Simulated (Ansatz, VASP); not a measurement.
One calculation of W, two programs

The input INCAR:

```
SYSTEM = W
PREC     = Accurate       ! precision mode
ENCUT    = 600            ! plane-wave cutoff, eV
EDIFF    = 1E-6           ! SCF threshold, eV
ISMEAR   = -1             ! smearing method
SIGMA    = 0.05           ! smearing width, eV
LREAL    = .False.        ! projectors in reciprocal space
LASPH    = .True.         ! aspherical terms in the spheres
NELM     = 60             ! most SCF steps
ALGO     = Fast           ! electronic algorithm
ISIF     = 3              ! what is computed and relaxed
LWAVE    = .False.        ! write WAVECAR
LCHARG   = .False.        ! write CHGCAR
GGA      = RE             ! functional
IBRION   = 2              ! ionic algorithm
NSW      = 60             ! ionic steps
EDIFFG   = -0.01          ! ionic threshold
```

File KPOINTS:

```
regular mesh
0
Gamma
  11 11 11
  0 0 0
```

The input POSCAR:

```
W
1.0
    0.0000000000      2.0300000000      2.0300000000
    2.0300000000      0.0000000000      2.0300000000
    2.0300000000      2.0300000000      0.0000000000
W
1
Direct
    0.0000000000      0.0000000000      0.0000000000
```

input.yaml

```yaml
crystal:
  lattice:
    - [0.0, 2.03, 2.03]
    - [2.03, 0.0, 2.03]
    - [2.03, 2.03, 0.0]
  atoms:
    - { symbol: W, position: [0.0, 0.0, 0.0] }
hamiltonian:
  xc: revpbe
  pseudopotentials: { kind: paw }
kpoints:
  mp_grid: { grid: [11, 11, 11] }
scf:
  occupations: { method: fermi_dirac, width: 0.05 }
output:
  forces: true
  stress: true
  eigenvalues: true
relax:
  f_tol: 0.01
  max_steps: 40
  cell: { stress_tol: 0.05 }
```

This isn't the form of W at room conditions, which is bcc.

Alike in both runs: task relaxation of cell and atoms; functional revPBE; k mesh 11 × 11 × 11; occupations fermi-dirac, width 0.05 eV; no spin polarisation.

```csv
,VASP,Ansatz
version,VASP 6.6.1,Ansatz 0.2.0
potentials or method,"VASP PAW PBE potentials, release 64 (W_sv)",Ansatz PAW
plane-wave cutoff (eV),600,420
valence electrons in the cell,14,14
```

```csv
,VASP,Ansatz,Ansatz less VASP
"gap on the k mesh at the Fermi level, each at its own relaxed structure (eV)",none,none,-
relaxed volume (Å³/atom),16.62,16.59,-0.027
relaxed cell length with the largest relative difference (Å),2.864,2.863,-0.0016
energy change over the relaxation (meV/atom),-1,-1,-0.4
```

A gap of «none» marks a metal or a gap that the smearing closes.

Caveats: the PAW data sets were made with another functional, which shifts forces and pressure a little (VASP); the plane-wave basis is chosen anew once the cell has moved, so the energies of steps on either side of that aren't comparable (Ansatz); the PAW data sets come from PBE, with cores solved anew for the run's functional, which leaves a small shift of forces and pressure (Ansatz). Spin-orbit coupling is left out, which matters for the levels of W.
